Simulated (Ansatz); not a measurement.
# Y: the cost of one run

Computed with Ansatz 0.2.0 (DFT PBE, scalar-relativistic, plane waves, PAW, unless a step's input says otherwise).

2 further runs of the same task are left out: 1 that didn't finish, 1 set aside as unsound or not needed.

## 1. The starting structure

It takes space group P6_3/mmc (No. 194, hexagonal). Conventional cell: a = 3.598 Å, b = 3.598 Å, c = 11.584 Å, α = 90.00°, β = 90.00°, γ = 120.00°. Y (site symmetry -3m) has 12 Y at 3.56 to 3.60 Å as nearest neighbours. Y (site symmetry -6m2) is surrounded by 12 Y at 3.56 to 3.60 Å.

Coordinates:

```cif
data_structure
_symmetry_space_group_name_H-M 'P6_3/mmc'
_symmetry_Int_Tables_number 194
_cell_length_a 3.5982
_cell_length_b 3.5982
_cell_length_c 11.5836
_cell_angle_alpha 90.000
_cell_angle_beta 90.000
_cell_angle_gamma 120.000
_cell_volume 129.88
loop_
_atom_site_label
_atom_site_type_symbol
_atom_site_symmetry_multiplicity
_atom_site_Wyckoff_symbol
_atom_site_fract_x
_atom_site_fract_y
_atom_site_fract_z
_atom_site_occupancy
Y1 Y 2 a 0.00000 0.00000 0.00000 1
Y2 Y 2 c 0.33333 0.66667 0.25000 1
```

It goes back to an entry of the Materials Project.

It is the result of an earlier relaxation at this level (volume 32.47 Å³/atom; gap on the mesh: none (metal)).

The unstrained cell was computed beforehand with the same settings: E(σ→0) = -15394.6394 eV for 4 atoms, gap none (metal).

## 2. Strain -2.0 %

input.yaml

```yaml
crystal:
  lattice:
    - [3.5982311589, 0.0, 0.0]
    - [-1.7991155795, 3.1161595923, 0.0]
    - [0.0, 0.0, 11.3519012169]
  atoms:
    - { symbol: "Y", position: [0.0, 0.0, 0.0] }
    - { symbol: "Y", position: [0.3333333333, 0.6666666667, 0.25] }
    - { symbol: "Y", position: [0.0, 0.0, 0.5] }
    - { symbol: "Y", position: [0.6666666667, 0.3333333333, 0.75] }
basis:
  ecutwfc: 420
kpoints:
  mp_grid: { grid: [18, 18, 6] }
hamiltonian:
  xc: pbe
scf:
  occupations: { method: gaussian, width: 0.1 }
output:
  forces: true
  stress: true
  eigenvalues: true
```

Run with:

```bash
$ ansatz run input.yaml --threads 1 --pin off --max-ram 2560MiB --backend cpu --events-out ev --progress --plain --runs-dir out
```

What time and memory should one allow on 1 thread of Intel Xeon 6975P-C (Granite Rapids), shared host?

About 12 s, with a peak of 0.66 GiB.
